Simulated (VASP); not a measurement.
Runs of VASP 6.6.1 on CdS (Hawleyite). It takes space group F-43m (No. 216, cubic). The conventional cell has a = 5.833 Å, b = 5.833 Å, c = 5.833 Å, α = 90.00°, β = 90.00°, γ = 90.00°. Cd (site symmetry -43m) is surrounded by 4 S at 2.53 Å. S (site symmetry -43m) has 4 Cd at 2.53 Å as nearest neighbours. 

```csv
task,level,spin,exchange at q = 0,screening parameter,gap on the mesh (eV),pressure (GPa)
band structure,PBE0,off,truncated,-,2.82,(b)
band structure,HSE03,off,-,-,1.98,2.2
single point,HSE06,"SOC, no magnetisation",-,0.2 1/A,-,2.0
band structure,HSE06,off,-,0.2 1/A,(a),2.0
```

Alike in all rows: potentials or basis VASP PAW PBE potentials, release 64 (Cd, S); cell as given; k mesh 6 × 6 × 6; cutoff (eV) 520; smearing gaussian 0.02 eV.

Q: Estimate the missing entries.

A: (a) 2.19; (b) 1.9.

Caveats: the PAW data sets were made with another functional, which shifts forces and pressure a little.

A k mesh can miss the band edges, and rows without SOC leave out spin-orbit coupling on Cd.
